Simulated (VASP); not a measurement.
# ZnO (zincite) (P6_3mc) in VASP: notebook, part 2 of 2

VASP 6.6.1. Earlier steps stand in the parts before.

## Step 4: Dielectric tensor, PBE

INCAR reads:

```
SYSTEM = ZnO
PREC     = Accurate       ! precision mode
ENCUT    = 460            ! plane-wave cutoff, eV
EDIFF    = 1E-8           ! SCF threshold, eV
ISMEAR   = 0              ! smearing method
SIGMA    = 0.01           ! smearing width, eV
LREAL    = .FALSE.        ! projectors in reciprocal space
LASPH    = .TRUE.         ! aspherical terms in the spheres
NELM     = 100            ! most SCF steps
ALGO     = Normal         ! electronic algorithm
ISIF     = 2              ! what is computed and relaxed
LWAVE    = .FALSE.        ! write WAVECAR
LCHARG   = .FALSE.        ! write CHGCAR
GGA      = PE             ! functional
LEPSILON = .TRUE.         ! dielectric tensor by DFPT
```

KPOINTS reads:

```
Automatic mesh
0
G
  9 9 5
  0 0 0
```

POSCAR reads:

```
ZnO
1.0
    3.2493080000      0.0000000000      0.0000000000
   -1.6246540000      2.8139832727      0.0000000000
    0.0000000000      0.0000000000      5.2057090000
Zn O
2 2
Direct
    0.6666666667      0.3333333333      0.0000000000
    0.3333333333      0.6666666667      0.5000000000
    0.3333333333      0.6666666667      0.8790100000
    0.6666666667      0.3333333333      0.3790100000
```

Potentials or basis: VASP PAW PBE potentials, release 64 (Zn, O).

Launch:

```sh
cat potpaw_PBE.64/Zn/POTCAR potpaw_PBE.64/O/POTCAR > POTCAR
mpirun -np 1 vasp_std > vasp.out
```

OUTCAR:

```text
SYSTEM = ZnO
   PREC = Accurate
   ENCUT = 460
   EDIFF = 1E-8
   ISMEAR = 0
   LREAL = .FALSE.
   LASPH = .TRUE.
   NELM = 100
   ISIF = 2
   GGA = PE
   LEPSILON = .TRUE.

 Found     36 irreducible k-points:

 Following reciprocal coordinates:
            Coordinates               Weight
  0.000000  0.000000  0.000000      1.000000
  0.111111  0.000000  0.000000      6.000000
  0.222222  0.000000  0.000000      6.000000
  0.333333  0.000000  0.000000      6.000000
  0.444444  0.000000  0.000000      6.000000
  0.111111  0.111111  0.000000      6.000000
   k-points           NKPTS =     36   k-points in BZ     NKDIM =     36   number of bands    NBANDS=     22
   number of dos      NEDOS =    301   number of ions     NIONS =      4
   total plane-waves  NPLWV =  20736
   dimension x,y,z NGX =    24 NGY =   24 NGZ =   36
   dimension x,y,z NGXF=    48 NGYF=   48 NGZF=   72
   ions per type =               2   2
   NGX,Y,Z   is equivalent  to a cutoff of  12.28, 12.28, 11.50 a.u.
   NGXF,Y,Z  is equivalent  to a cutoff of  24.56, 24.56, 22.99 a.u.
 SYSTEM =  ZnO
   PREC   = accura    normal or accurate (medium, high low for compatibility)
   ISTART =      0    job   : 0-new  1-cont  2-samecut
   ICHARG =      2    charge: 1-file 2-atom 10-const
   ISPIN  =      1    spin polarized calculation?
   LNONCOLLINEAR =      F non collinear calculations
[... 270 lines left out ...]

 PIEZOELECTRIC TENSOR FIELD DIRECTION 3  (e Angst)
 -----------------------------------------------------------------------------
     1.14198  0.00000  0.00000           (  0.04454  0.00000  0.00000)
     0.00000  1.14198  0.00000           (  0.00000  0.04454  0.00000)
     0.00000  0.00000 -2.31127           (  0.00000  0.00000 -0.11931)

 PIEZOELECTRIC TENSOR FIELD DIRECTION 3  (C/m^2)
 -----------------------------------------------------------------------------
     0.38439  0.00000  0.00000
     0.00000  0.38439  0.00000
     0.00000  0.00000 -0.77798

 MACROSCOPIC STATIC DIELECTRIC TENSOR (including local field effects in DFT)
 ------------------------------------------------------
           5.893453     0.000000     0.000000
           0.000000     5.893453     0.000000
           0.000000     0.000000     5.774196
 ------------------------------------------------------

 PIEZOELECTRIC TENSOR (including local field effects)  for field in x, y, z        (e  Angst)
          XX          YY          ZZ          XY          YZ          ZX
  --------------------------------------------------------------------------------
  x     0.00000     0.00000     0.00000    -0.00000     0.00000     1.21155
  y     0.00000    -0.00000    -0.00000     0.00000     1.21155     0.00000
  z     1.14198     1.14198    -2.31127     0.00000     0.00000     0.00000

 PIEZOELECTRIC TENSOR (including local field effects)  for field in x, y, z        (C/m^2)
          XX          YY          ZZ          XY          YZ          ZX
  --------------------------------------------------------------------------------
  x     0.00000     0.00000     0.00000    -0.00000     0.00000     0.40781
  y     0.00000    -0.00000    -0.00000     0.00000     0.40781     0.00000
  z     0.38439     0.38439    -0.77798     0.00000     0.00000     0.00000

 BORN EFFECTIVE CHARGES (including local field effects) (in |e|, cummulative output)
 ---------------------------------------------------------------------------------
 ion    1
    1     2.13466    -0.00000     0.00000
    2     0.00000     2.13466     0.00000
    3     0.00000    -0.00000     2.18018
 ion    2
    1     2.13466     0.00000     0.00000
    2     0.00000     2.13466     0.00000
    3     0.00000     0.00000     2.18018
 ion    3
    1    -2.13466     0.00000     0.00000
    2     0.00000    -2.13466     0.00000
    3     0.00000     0.00000    -2.18018
 ion    4
    1    -2.13466     0.00000     0.00000
    2     0.00000    -2.13466     0.00000
    3     0.00000     0.00000    -2.18018
```

OSZICAR:

```text
N       E                     dE             d eps       ncg     rms          rms(c)
DAV:   1     0.277599716721E+03    0.27760E+03   -0.17701E+04  1584   0.221E+03
DAV:   2     0.886721931264E+01   -0.26873E+03   -0.25904E+03  1680   0.423E+02
DAV:   3    -0.205165267823E+02   -0.29384E+02   -0.29181E+02  1842   0.151E+02
[... 11 lines left out ...]
RMM:   6    -0.660342006456E+00   -0.13627E-02   -0.36228E-05  2662   0.469E-02    0.716E-03
RMM:   7    -0.660452681329E+00   -0.11067E-03   -0.17179E-06  2569   0.910E-03    0.184E-03
RMM:   8    -0.660542177374E+00   -0.89496E-04   -0.16043E-07  2669   0.342E-03    0.387E-04
RMM:   9    -0.660542330968E+00   -0.15359E-06   -0.40643E-08  2676   0.841E-04    0.176E-04
RMM:  10    -0.660543612355E+00   -0.12814E-05   -0.85554E-08  2410   0.392E-04    0.324E-05
RMM:  11    -0.660544307645E+00   -0.69529E-06   -0.33116E-08  1183   0.590E-05    0.118E-05
RMM:  12    -0.660544103832E+00    0.20381E-06    0.24710E-09  1155   0.618E-05    0.225E-06
```

Run time: 2.6 min. Hardware: 1 thread of Intel Xeon 6975P-C (Granite Rapids), shared host; peak memory 0.35 GiB.

The run converged, but some of its settings lie outside the range that counts as converged, so its numbers aren't taken as properties of the crystal.

Results:

```yaml
Band_gap_on_the_k_mesh: 0.79 eV, direct
Electronic_dielectric_tensor_diagonal: 5.89, 5.89, 5.77
Born_charges_mean_of_the_diagonal: Zn +2.15; O -2.15 e
```

Caveat: the cutoff is under 1.25 times the usual one of these potentials, so pressure, stress and relaxed cells hold a basis-set (Pulay) error.

## Step 5: For comparison

An earlier run on the cell as given: functional PBE; potentials or basis VASP PAW PBE potentials, release 64 (Zn, O); cutoff 520 eV; k mesh 9 × 9 × 5; occupations fermi-dirac, width 0.05 eV; no spin polarisation.

- Pressure: 6.0 GPa
- Largest force: 0.074 eV/Å
- Band gap on the k mesh: 0.79 eV, direct
